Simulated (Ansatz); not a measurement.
**ZrO2: core levels**

Wanted: core-level energies of ZrO2, as photoemission would probe them. The cell is a computed entry of the Materials Project. Planned: a single point, then the dielectric response, then core holes.

Program: Ansatz 0.2.0. Level of theory: DFT, PBE, plane-wave PAW, default files, scalar-relativistic. These are calculated values, not measurements.

**1. The structure to begin with**

Symmetry: Fm-3m, No. 225, cubic system. Conventional cell: a = 5.090 Å, b = 5.090 Å, c = 5.090 Å, α = 90.00°, β = 90.00°, γ = 90.00°. Zr (site symmetry m-3m) has 8 O at 2.20 Å as nearest neighbours. Around O (site symmetry -43m) lie 4 Zr at 2.20 Å.

Structure file:

```
Zr O
1.0
     0.00000    2.54507    2.54507
     2.54507    0.00000    2.54507
     2.54507    2.54507    0.00000
Zr O
1 2
Direct
  0.00000 0.00000 0.00000
  0.25000 0.25000 0.25000
  0.75000 0.75000 0.75000
```

**2. Single point at the given positions**

File input.yaml:

```yaml
crystal:
  lattice:
    - [0.0, 2.5450727058, 2.5450727058]
    - [2.5450727058, 0.0, 2.5450727058]
    - [2.5450727058, 2.5450727058, 0.0]
  atoms:
    - { symbol: Zr, position: [0.0, 0.0, 0.0] }
    - { symbol: O, position: [0.25, 0.25, 0.25] }
    - { symbol: O, position: [0.75, 0.75, 0.75] }
kpoints:
  mp_grid: { grid: [6, 6, 6] }
scf:
  occupations: { method: fermi_dirac, width: 0.02 }
hamiltonian:
  xc: pbe
  pseudopotentials: { kind: paw }
output:
  forces: true
  stress: true
  populations: true
  efg:
    quadrupole_moments_barn: { Zr: -0.176, O: -0.02558 }
    contact_densities: true
```

Started as:

```console
$ ansatz run input.yaml --threads 1 --pin off --max-ram 2560MiB --backend cpu --events-out ev --progress --plain --runs-dir out
```

What it wrote, cut to the lines that bear on the results:

```text
Warning: RAYON_NUM_THREADS=1 ignored (pool sized by the plan → 1); use --threads N
Zr: output.efg is read without spin–orbit coupling, which moves field gradients at and beside such atoms by some per cent and up to a factor of two; PAW files take it under magnetization.noncollinear and magnetization.spin_orbit
[...]
Pseudopotentials: kind: paw
Pseudopotential: Zr, paw, valence charge 12, recommended cutoff 420 eV (normal), Zr.paw.azcp
Pseudopotential: O, paw, valence charge 6, recommended cutoff 420 eV (normal), O.paw.azcp
Functional definition: PBE
[...]
Crystal: 3 atoms, lattice volume = 32.971 Å³
Basis set: ecut = 420 eV, 645 PW (Γ), exchange–correlation on 50×50×50 points (8 copies of the dense FFT grid, shifted against one another)
Bands: 16, of which v1, the nominal top of the filled ones, is band 12 counted from 1 (11 counted from 0)
Symmetry: 48 space group operations
Space group: Fm-3m (ITA 225), of the structure as read, at distance tolerance 3.2e-5 Å
k-points: 16 of 216
[...]
SCF iter   1: F=—  HF=-5323.814891 eV  |F-HF|=—  |Δ(HF+E_count)|=         —  Δρ=2.22e-3  dr2=1.10e-3  ethr=1.77e-3  ⟨swp⟩=6.0  Hψ=1218  notcnv=0
[...]
SCF iter   6: F=-5323.814905 eV  HF=-5323.814905 eV  |F-HF|=1.04e-9  |Δ(HF+E_count)|=   5.74e-8  Δρ=2.61e-6  dr2=1.58e-9  ethr=8.99e-11  ⟨swp⟩=2.0  Hψ=908  notcnv=0
[...]
SCF converged after 6 iterations
Free energy (F): -5323.814905 eV
[...]
E sigma→0 (E₀):  -5323.814905 eV
Fermi energy:    13.834839 eV
[...]
--- Forces (eV/Å), atoms counted from 1 ---
  atom   1  Zr    -0.00000000     0.00000000     0.00000000
  atom   2  O      0.00000000     0.00000000     0.00000000
  atom   3  O     -0.00000000    -0.00000000    -0.00000000
[...]
--- Stress (GPa, compression-positive) ---
        3.694005      -0.000000       0.000000
       -0.000000       3.694005      -0.000000
        0.000000      -0.000000       3.694005
  P = ⅓ Tr σ = 3.6940 GPa (36.940 kbar)
--- PAW observables at the nuclei: V_zz in 10²¹ V/m², potentials from the cell's mean, atoms counted from 1 ---
  atom   1  Zr V_zz =    -0.000000   η = 0.0000   by run symmetry: forbidden   C_q = +0.0000 MHz
            electrostatic potential = -5926.453015 V   contact ρ = 490526.332845 e/Å³
  atom   2  O  V_zz =    -0.000000   η = 0.0000   by run symmetry: forbidden   C_q = +0.0000 MHz
            electrostatic potential = -629.148660 V   contact ρ = 2156.646550 e/Å³
  atom   3  O  V_zz =    -0.000000   η = 0.0000   by run symmetry: forbidden   C_q = +0.0000 MHz
            electrostatic potential = -629.148660 V   contact ρ = 2156.646550 e/Å³
--- Band table (eV; the first three rows and the last of 16) ---
  k-point 0: bands = ["-35.9305", "-13.7498", "-13.7498", "-13.7498", "-6.0463", "-3.4860", "6.9206", "6.9206", "6.9206", "11.6181", "11.6181", "11.6181", "15.5105", "15.5105", "18.7310", "21.5136"]
[...]
--- Löwdin populations: 3 sites ---
  site symbol       q [e]
     0     Zr     10.5202
     1      O      6.6890
     2      O      6.6890
  spilling = 0.004238 (of n_electrons = 24.000000)
```

Wall time 2 s (1 thread of an x86-64 CPU, shared host); peak memory 0.4 GiB.

State: gap on the mesh 3.36 eV, largest force 0.000 eV/Å, pressure 3.7 GPa.

Site by site (atoms counted from 1):

```tsv
site	atoms	first shell	V_zz (10²¹ V/m²)	η	C_Q (MHz)
Zr	1	8 O at 2.20 Å	0.00	–	0 (⁹¹Zr)
O	2, 3	4 Zr at 2.20 Å	0.00	–	0 (¹⁷O)
```

Conventions: |V_zz| ≥ |V_yy| ≥ |V_xx|, η = (V_xx − V_yy)/V_zz, C_Q = eQV_zz/h. Q values from Pyykkö, Mol. Phys. 116, 1328 (2018).

**3. Response to an electric field**

input.yaml, as its differences from that of step 2:

```diff
@@ -12,3 +12,3 @@
 scf:
-  occupations: { method: fermi_dirac, width: 0.02 }
+  occupations: { method: fixed }
 hamiltonian:
@@ -18,6 +18,3 @@
   forces: true
-  stress: true
-  populations: true
-  efg:
-    quadrupole_moments_barn: { Zr: -0.176, O: -0.02558 }
-    contact_densities: true
+dielectric:
+  field_mesh: kpoints
```

Started as:

```console
$ ansatz run input.yaml --threads 1 --pin off --max-ram 2560MiB --backend cpu --events-out ev --progress --plain --runs-dir out
```

What it wrote, cut to the lines that bear on the results:

```text
Warning: RAYON_NUM_THREADS=1 ignored (pool sized by the plan → 1); use --threads N
[...]
[... 4 set-up lines as earlier in the session ...]
[...]
Crystal: 3 atoms, lattice volume = 32.971 Å³
Basis set: ecut = 420 eV, 645 PW (Γ), exchange–correlation on 50×50×50 points (8 copies of the dense FFT grid, shifted against one another)
Bands: 16, of which v1, the nominal top of the filled ones, is band 12 counted from 1 (11 counted from 0)
[... 1 set-up line as earlier in the session ...]
k-points: 30 of 216 (irreducible under 8 space group operations, time reversal used)
[...]
SCF iter   1: F=—  HF=-5323.815481 eV  |F-HF|=—  |Δ(HF+E_count)|=         —  Δρ=2.20e-3  dr2=1.05e-3  ethr=1.77e-3  ⟨swp⟩=4.0  Hψ=2111  notcnv=0  defer=60
[...]
  k mesh reduced under 8 symmetry operations, with k and −k counted as one. Each operation leaves every solved perturbation unchanged. A smaller set is not considered because the run solves the response to a homogeneous field
  ε∞ (high-frequency dielectric tensor):
        5.777543    -0.000000     0.000000
        0.000000     5.777543     0.000000
       -0.000000    -0.000000     5.777543
  Born effective charges Z* (e; rows j = field, columns β = displacement):
    site 0:
         5.74920    0.00000    0.00000
         0.00000    5.74920    0.00000
        -0.00000    0.00000    5.74920
    site 1:
        -2.87460   -0.00000    0.00000
        -0.00000   -2.87460    0.00000
        -0.00000   -0.00000   -2.87460
    site 2:
        -2.87460   -0.00000   -0.00000
        -0.00000   -2.87460   -0.00000
         0.00000   -0.00000   -2.87460
  Z* charge neutrality: 1.776e-5 e pre-enforcement
  k-mesh period / interband length: 21.6 Å / 1.28 Å = 16.89 at k = (0.0000, 0.0000, 0.0000), direct gap 3.892 eV — 14 or more, which is no proof of convergence
```

Run time: 4 s. Hardware: 1 thread of an x86-64 CPU, shared host; peak memory 0.4 GiB.

Principal values of ε∞: 5.78, 5.78, 5.78; mean 5.78.

```
element  atoms  principal values of Z* (e)   mean
     Zr      1         +5.75, +5.75, +5.75  +5.75
      O   2, 3         -2.87, -2.87, -2.87  -2.87
```

**4. Core-level binding energies**

File input.yaml:

```yaml
crystal:
  lattice:
    - [0.0, 5.0901454116, 5.0901454116]
    - [5.0901454116, 0.0, 5.0901454116]
    - [5.0901454116, 5.0901454116, 0.0]
  atoms:
    - { symbol: Zr, position: [0.0, 0.0, 0.0] }
    - { symbol: Zr, position: [0.0, 0.0, 0.5] }
    - { symbol: Zr, position: [0.0, 0.5, 0.0] }
    - { symbol: Zr, position: [0.0, 0.5, 0.5] }
    - { symbol: Zr, position: [0.5, 0.0, 0.0] }
    - { symbol: Zr, position: [0.5, 0.0, 0.5] }
    - { symbol: Zr, position: [0.5, 0.5, 0.0] }
    - { symbol: Zr, position: [0.5, 0.5, 0.5] }
    - { symbol: O, position: [0.125, 0.125, 0.125] }
    - { symbol: O, position: [0.125, 0.125, 0.625] }
    - { symbol: O, position: [0.125, 0.625, 0.125] }
    - { symbol: O, position: [0.125, 0.625, 0.625] }
    - { symbol: O, position: [0.625, 0.125, 0.125] }
    - { symbol: O, position: [0.625, 0.125, 0.625] }
    - { symbol: O, position: [0.625, 0.625, 0.125] }
    - { symbol: O, position: [0.625, 0.625, 0.625] }
    - { symbol: O, position: [0.375, 0.375, 0.375] }
    - { symbol: O, position: [0.375, 0.375, 0.875] }
    - { symbol: O, position: [0.375, 0.875, 0.375] }
    - { symbol: O, position: [0.375, 0.875, 0.875] }
    - { symbol: O, position: [0.875, 0.375, 0.375] }
    - { symbol: O, position: [0.875, 0.375, 0.875] }
    - { symbol: O, position: [0.875, 0.875, 0.375] }
    - { symbol: O, position: [0.875, 0.875, 0.875] }
kpoints:
  mp_grid: { grid: [3, 3, 3] }
scf:
  occupations: { method: fixed }
hamiltonian:
  xc: pbe
  pseudopotentials: { kind: paw }
output:
  forces: true
  efg:
    quadrupole_moments_barn: { Zr: -0.176, O: -0.02558 }
    contact_densities: true
  core_levels:
    shells: { O: "1s", Zr: "3d" }
    counted_from: valence_top
    eps_inf: [5.778, 5.778, 5.778]
    add_spin: false
```

Started as:

```console
$ ansatz run input.yaml --threads 1 --pin off --max-ram 2560MiB --backend cpu --events-out ev --progress --plain --runs-dir out
```

What it wrote, cut to the lines that bear on the results:

```text
Warning: RAYON_NUM_THREADS=1 ignored (pool sized by the plan → 1); use --threads N
Zr: output.efg is read without spin–orbit coupling, which moves field gradients at and beside such atoms by some per cent and up to a factor of two; PAW files take it under magnetization.noncollinear and magnetization.spin_orbit
[...]
[... 4 set-up lines as earlier in the session ...]
[...]
Crystal: 24 atoms, lattice volume = 263.767 Å³
Basis set: ecut = 420 eV, 5065 PW (Γ), exchange–correlation on 100×100×100 points (8 copies of the dense FFT grid, shifted against one another)
Bands: 120, of which v1, the nominal top of the filled ones, is band 96 counted from 1 (95 counted from 0)
Symmetry: 384 space group operations
[...]
  the holes have no spin, as output.core_levels.add_spin types it
  atom         alike  shell      binding/eV   shift/eV difference/eV images/eV   SCF
  Zr 0             8     3d         179.163     +0.000       166.520    +0.561    10
  O 8             16     1s         527.508     +0.000       514.824    +0.561    12
  the dataset of Zr with a 3d hole: scattering error 0.000 eV; free atom: scalar-relativistic, large and small components
  the two lines of Zr's 3d: 3d3/2 +1.430 eV and 3d5/2 -0.953 eV off its levels, 2 : 3 in strength
  the dataset of O with a 1s hole: scattering error 0.001 eV (0.001 eV in the local channel); free atom: scalar-relativistic, large and small components
  Zr 0 3d: small_cell
  O 8 1s: no_plateau
  the highest filled level without a hole stands at 12.1511 eV, at the point (0.0000, 0.0000, 0.0000)
  Zr 0 3d: the alignment adds -0.0690 eV (standard deviation 0.0112 over 15 far atoms)
  O 8 1s: the alignment adds -0.0289 eV (standard deviation 0.0985 over 13 far atoms)
  a level is its difference with the images' term at an eps_inf of 5.778, the alignment and the highest filled level
```

Run time: 32 s. Hardware: 1 thread of an x86-64 CPU, shared host; peak memory 0.69 GiB.

The levels, counted from the valence-band top:

```
atom  shell  alike  binding, weighted centre (eV)  shift (eV)  image term (eV)                  lines (eV)
Zr 1     3d      8                         179.16       +0.00             0.56  3d3/2 180.59, 3d5/2 178.21
 O 9     1s     16                         527.51       +0.00             0.56                         one
```

Atoms are counted from 1 here and from 0 in the log's table.

Simulated Zr 3d line (Gaussians 0.9 eV wide):

binding energy (eV), intensity and a bar:
```
   175.71          0 
   176.11          0 
   176.48          0 
   176.87          0 
   177.27          5 ##
   177.66         36 ############
   178.03         90 ##############################
   178.43         85 #############################
   178.82         28 #########
   179.22          3 #
   179.59          2 #
   179.98         19 ######
   180.38         57 ###################
   180.77         60 ####################
   181.14         24 ########
   181.54          3 #
   181.93          0 
   182.33          0 
   182.70          0 
   183.09          0
```

**5. Results**

| quantity | value |
| --- | --- |
| ε∞, principal values | 5.78, 5.78, 5.78 |
| Zr 3d binding energy (weighted centre of the two lines) | 179.16 eV; offsets 3d3/2 +1.43 eV, 3d5/2 -0.95 eV |
| O 1s binding energy | 527.51 eV |
| state (step 2) | gap on the mesh 3.36 eV, largest force 0.000 eV/Å, pressure 3.7 GPa |
| V_zz by site, step 2 (10²¹ V/m²) | all zero by symmetry |
| contact density, step 2 (a₀⁻³) | Zr 72688.5, O 319.6 |

What this shows: The electronic dielectric constant averages 5.8. The levels are counted from the valence top. Absolute values at this level can be off by an eV or more, and the 3d and 4f lines of heavy atoms by several eV. Multiplets and satellites aren't calculated. A hole's nearest image is 7.2 Å away in this 24-atom cell. The program doubts some values: the potential far from the hole hasn't levelled off (O); the cell is too small to check the potential alignment (Zr). All gradients vanish by symmetry in step 2.
